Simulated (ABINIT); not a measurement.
Runs of ABINIT 10.8.3 (patched build) on SiC (Moissanite). It takes space group P6_3mc (No. 186, hexagonal). Conventional cell: a = 3.076 Å, b = 3.076 Å, c = 5.048 Å, α = 90.00°, β = 90.00°, γ = 120.00°. Si (site symmetry 3m) is surrounded by 4 C at 1.87 to 1.94 Å. C (site symmetry 3m) is surrounded by 4 Si at 1.87 to 1.94 Å. 

| task | level | potentials or basis | k mesh | cutoff (eV) | fine-grid cutoff | gap on the mesh (eV) | pressure (GPa) | largest force (eV/Å) |
| --- | --- | --- | --- | --- | --- | --- | --- | --- |
| band structure | LDA-VWN | PseudoDojo NC SR LDA v0.4.1 standard | 10 × 10 × 5 | 1116 | - | 2.39 | -4.6 | 0.73 |
| band structure | HCTH407 | PseudoDojo NC SR PBE v0.4.1 standard | 10 × 10 × 5 | 1116 | - | 2.91 | -1.2 | 0.74 |
| single point | r2SCAN | JTH PAW PBE v2.0 | 6 × 6 × 3 | 653 | 1251.72 eV | (d) | 1.7 | (c) |
| band structure | LDA-Teter | PseudoDojo NC SR LDA v0.4.1 standard | 10 × 10 × 5 | 1116 | - | 2.38 | -4.3 | 0.73 |
| single point | PBE | JTH PAW PBE v2.0 | 13 × 13 × 6 | 544 | 1088.46 eV | 2.43 | 3.2 | 0.74 |
| single point | PBE | JTH PAW PBE v2.0 | 8 × 8 × 4 | 544 | 1088.46 eV | 2.59 | 3.2 | 0.74 |
| band structure | BP86 | JTH PAW PBE v2.0 | 10 × 10 × 5 | 544 | 1088.46 eV | (a) | 4.5 | 0.75 |
| band structure | PW91 | PseudoDojo NC SR PBE v0.4.1 standard | 10 × 10 × 5 | 1116 | - | 2.52 | 4.0 | (b) |

Alike in all rows: no spin polarisation; cell as given; smearing fermi-dirac 0.05 eV.

Question: Fill in the values left out.

Answer: (a) 2.57; (b) 0.76; (c) 0.78; (d) 2.67.

Caveats: the mesh misses the band edges, which the band path finds closer together (some runs); the potentials were made for another functional, which shifts forces and pressure (some runs); the PAW data sets were made with another functional, which shifts forces and pressure a little (some runs); an odd mesh through Γ misses points on the zone boundary, where band edges often lie (some runs).
